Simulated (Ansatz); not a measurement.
## Ionic part of the dielectric constant of CaF2 at 6 GPa, mode by mode

Theory: DFT PBE, scalar-relativistic, plane waves, PAW in Ansatz 0.2.0. Cutoff 420 eV, 8×8×8 k-points (Γ-centred), fixed occupations. No spin polarisation. Phonons by linear response, acoustic sum rule imposed.

Symmetry: Fm-3m, No. 225, cubic system. Conventional cell: a = 5.390 Å, b = 5.390 Å, c = 5.390 Å, α = 90.00°, β = 90.00°, γ = 90.00°. Ca (site symmetry m-3m) has 8 F at 2.33 Å as nearest neighbours. F (site symmetry -43m) has 4 Ca at 2.33 Å as nearest neighbours.

The primitive cell has V = 39.15 Å³ and ε∞,zz = 2.307. Each polar mode adds Δε = (4.92064×10⁷/V)·S/ν² along z, with S its oscillator strength in e²/amu, ν in cm⁻¹ and V in Å³.

Question: From these modes, find each Δε and ε0,zz.
```tsv
ν (cm⁻¹)	S_zz (e²/amu)
272.4	0.29
```

Answer:
```
ν (cm⁻¹)    Δε
   272.4  4.92
```

The sum is 4.915, so ε0,zz = 7.22; the run's tensor has 7.22.

Question: Where do the longitudinal modes lie for a wave vector along z?

Answer: At 482 cm⁻¹. The Lyddane–Sachs–Teller product Π(ν_LO/ν_TO)² = 3.13 matches ε0/ε∞ = 3.13.

Cost: 1 run of about 0.6 core-minutes, on Intel Xeon Platinum 8259CL (Skylake/Cascade Lake) (shared hosts).

The lattice contributes more to the static dielectric constant of CaF2 than the electrons do, and all of that contribution comes from one infrared-active mode, in which the Ca sublattice moves against the two F sublattices. The other optical mode of fluorite, with the F sublattices moving in opposition, is Raman-active and carries no dipole. The oscillator strength implies a Ca effective charge somewhat above the nominal ionic value, which suggests a strongly ionic crystal with modest dynamic charge transfer, probably from F 2p into empty Ca 3d states. Such charges, weakly screened by the electrons of a wide-gap fluoride, push the longitudinal mode up to 482 cm⁻¹, far above the transverse one at 272.4 cm⁻¹.

The ε∞ of 2.307 is higher than expected for CaF2, even allowing for compression, most likely because PBE underestimates the gap and so overestimates the electronic polarisability. The Lyddane–Sachs–Teller match shows internal consistency, not accuracy against experiment. A single pressure cannot show how far compression stiffens the polar mode or lowers ε0.
